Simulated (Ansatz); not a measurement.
MoSe2 as a strained film

Level of theory: Ansatz, DFT PBE, scalar-relativistic, plane waves, PAW. Run with 420 eV cutoff, 12×12×2 k-mesh, Gaussian smearing of 0.02 eV, no spin polarisation.

Reference structure (relaxed):

```
Mo Se
1.0
     3.32093    0.00000    0.00000
    -1.66046    2.87601    0.00000
     0.00000    0.00000   14.82696
Mo Se
2 4
Direct
  0.66667 0.33333 0.75000
  0.33333 0.66667 0.25000
  0.33333 0.66667 0.86255
  0.66667 0.33333 0.36255
  0.33333 0.66667 0.63745
  0.66667 0.33333 0.13745
```

The a-b plane is strained alike in both directions, as on a substrate, while c and the atoms relax within the symmetry that the strain leaves. Stress is positive in compression; energies are free energies at the smearing used, per atom.

| strain (%) | c (Å) | σ in plane (GPa) | ΔE (meV/atom) |
| --- | --- | --- | --- |
| -4.5 | 15.6934 | 9.26 | 58.88 |
| -3.0 | 15.5149 | 5.84 | 25.22 |
| -1.5 | 15.3336 | 2.76 | 6.01 |
| +0.0 | 14.8270 | 0.00 | 0.00 |
| +1.5 | 14.9497 | -2.55 | 5.83 |
| +3.0 | 14.7572 | -4.85 | 22.66 |
| +4.5 | 14.5710 | -6.96 | 49.52 |

Q: Get the biaxial modulus twice, from the stresses and from the energies of the innermost pair.

A: From stress: M = −Δσ/Δε = (2.76 − (-2.55)) / 0.030 = 177 GPa. Two in-plane directions each store σε/2, so the energy density is Mε²: M = (mean ΔE)/(V ε²) = 5.92 meV / (23.602 Å³ × 0.015²) × 0.16022 GPa Å³/meV = 179 GPa. The two agree.

Q: How well does Mε², with M from the stresses, predict the outermost points?

A: 52.8 meV predicted against 58.9 computed at -4.5 %; 52.8 meV predicted against 49.5 computed at +4.5 %. Compression costs more than stretching, the usual sign of bonds that stiffen as they shorten.

Q: How does c respond, and up to what thickness can a film with 1 % or 2 % misfit stay coherent on a thick substrate?

A: c answers with ε_c = −0.85 ε. In an isotropic solid that ratio is 2ν/(1 − ν), so ν = r/(2 + r) = 0.30. A film of thickness h stores Mε²h per area, 17.7 mJ/m² per nm at 1 %. The Matthews–Blakeslee balance for pure edge misfit dislocations, h = b/(8πf(1 + ν)) × (ln(h/b) + 1), with b taken as the in-plane vector a = 3.32 Å, solved by iteration, gives 3.4 nm at f = 1 % and 1.1 nm at 2 %. This is an isotropic estimate in which the moduli cancel; the real Burgers vector, glide system, anisotropy and slow kinetics can shift it by a factor of a few, mostly upward.